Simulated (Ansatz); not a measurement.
**Cs: from a first guess to the relaxed diamond type**

First guess:

```
CELL_PARAMETERS angstrom
0.00000 3.21951 3.21951
3.21951 0.00000 3.21951
3.21951 3.21951 0.00000
ATOMIC_POSITIONS crystal
Cs 0.00000 0.00000 0.00000
Cs 0.25000 0.25000 0.25000
```

All numbers below come from DFT, PBE, PAW with Ansatz's default frozen-core files, scalar-relativistic in Ansatz 0.2.0.

Cell and atoms relax within the symmetry of the start on a 11×11×11 k mesh with 0.05 eV Fermi–Dirac smearing.

The start is built from a prototype, known or not as a phase of this compound; the cutoff is 420 eV.

Spin–orbit coupling is left out, though it moves levels of the heavy atoms by tenths of an eV or more.

Task: What is the pressure of the first guess?

Result: 37.1 GPa.

Task: What does it relax to?

Result: a = 11.467 Å, b = 11.467 Å, c = 11.467 Å, α = 90.00°, β = 90.00°, γ = 90.00° (conventional cell), 188.50 Å³ per atom:
```cif
data_structure
_symmetry_space_group_name_H-M 'Fd-3m:1'
_symmetry_Int_Tables_number 227
_cell_length_a 11.4675
_cell_length_b 11.4675
_cell_length_c 11.4675
_cell_angle_alpha 90.000
_cell_angle_beta 90.000
_cell_angle_gamma 90.000
_cell_volume 1508.00
loop_
_atom_site_label
_atom_site_type_symbol
_atom_site_symmetry_multiplicity
_atom_site_Wyckoff_symbol
_atom_site_fract_x
_atom_site_fract_y
_atom_site_fract_z
_atom_site_occupancy
Cs1 Cs 8 b 0.00000 0.00000 0.50000 1
```

Task: How much energy does the relaxation release?

Result: 2958 meV/atom.
